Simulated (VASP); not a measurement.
The system is TiSi2.

```
Ti Si
1.0
     0.00000    4.11752    4.26290
     2.38951    0.00000    4.26290
     2.38951    4.11752    0.00000
Ti Si
2 4
Direct
  0.75000 0.75000 0.75000
  0.50000 0.50000 0.50000
  0.41257 0.08743 0.41257
  0.08743 0.41257 0.08743
  0.16257 0.83743 0.16257
  0.83743 0.16257 0.83743
```

The cell is a database's computed one.

- Program: VASP 6.6.1
- Task: relaxation of cell and atoms
- Functional: AM05
- Potentials or basis: VASP PAW PBE potentials, release 64 (Ti_sv, Si)
- Cutoff: 600 eV
- k mesh: 5 × 5 × 5
- Occupations: fermi-dirac, width 0.05 eV
- Spin: no spin polarisation

At the start: pressure -3.0 GPa; volume 13.98 Å³/atom.

**Question.** Where does the relaxation end?

**Answer.** Over 5 steps the energy falls by 3.9 meV/atom and the volume is 13.68 Å³/atom (-2.2 %); space group Fddd (No. 70, to 0.05 Å).

The path:
```tsv
step	energy change (eV)	largest force (eV/Å)	pressure (GPa)	volume (Å³)
1	0.0000	0.0069	-2.97	83.88
2	-0.0129	0.0069	2.59	80.78
3	-0.0220	0.0012	0.35	81.97
4	-0.0230	0.0092	-0.13	82.12
5	-0.0232	0.0061	0.01	82.07
```

Final structure:
```cif
data_structure
_symmetry_space_group_name_H-M 'P 1'
_symmetry_Int_Tables_number 1
_cell_length_a 5.8911
_cell_length_b 4.8774
_cell_length_c 4.7039
_cell_angle_alpha 75.860
_cell_angle_beta 53.401
_cell_angle_gamma 50.739
_cell_volume 82.07
loop_
_atom_site_label
_atom_site_type_symbol
_atom_site_fract_x
_atom_site_fract_y
_atom_site_fract_z
_atom_site_occupancy
Ti1 Ti 0.75000 0.75000 0.75000 1
Ti2 Ti 0.50000 0.50000 0.50000 1
Si1 Si 0.41254 0.08746 0.41254 1
Si2 Si 0.08746 0.41254 0.08746 1
Si3 Si 0.16254 0.83746 0.16254 1
Si4 Si 0.83746 0.16254 0.83746 1
```

Caveat: the PAW data sets were made with another functional, which shifts forces and pressure a little.
